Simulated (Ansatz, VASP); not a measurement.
**ZnS, level by level in two programs**

```xyz
2
Lattice="0.0000 2.7199 2.7199 2.7199 0.0000 2.7199 2.7199 2.7199 0.0000" Properties=species:S:1:pos:R:3 pbc="T T T"
Zn    4.0798    4.0798    4.0798
S     0.0000    0.0000    0.0000
```

Single points on this cell with VASP 6.6.1 and Ansatz 0.2.0. Each row is one pair of runs. Alike in all rows: spin: off; k mesh: 9 × 9 × 9; smearing: fermi-dirac, width 0.05 eV.

```csv
level,"VASP's potentials, cutoff","Ansatz's potentials, cutoff","gap on the k mesh at the Fermi level (eV), VASP","gap on the k mesh at the Fermi level (eV), Ansatz","least direct gap on the mesh (eV), VASP","least direct gap on the mesh (eV), Ansatz","pressure (GPa), VASP","pressure (GPa), Ansatz"
revPBE,"VASP PAW PBE potentials, release 64 (Zn, S), 520 eV","Ansatz PAW, 420 eV",2.15,2.15,2.15,2.15,2.1,2.0
BLYP+D3(BJ),"VASP PAW PBE potentials, release 64 (Zn, S), 520 eV","Ansatz PAW, 420 eV",2.03,2.00,2.03,2.00,-2.1,-2.2
LDA,"VASP PAW LDA potentials, release 64 (Zn, S), 520 eV","JTH PAW LDA, 960 eV",1.80,1.76,1.80,1.76,-5.6,-5.9
r2SCAN+D4,"VASP PAW PBE potentials, release 64 (Zn, S), 520 eV","Ansatz PAW, 500 eV",2.58,2.57,2.58,2.57,-2.9,-2.9
```

Gap on the k mesh at the fermi level (eV): the two programs differ by at most 0.041; least direct gap on the mesh (eV): the two programs differ by at most 0.041; pressure (GPa): the two programs differ by at most 0.27.

Caveats: the PAW data sets were made with another functional, which shifts forces and pressure a little (VASP); odd divisions of the mesh miss points on the zone boundary, where band edges often lie, so the gap on the mesh can be too wide (Ansatz); the PAW data sets come from PBE, with cores solved anew for the run's functional, which leaves a small shift of forces and pressure (Ansatz).
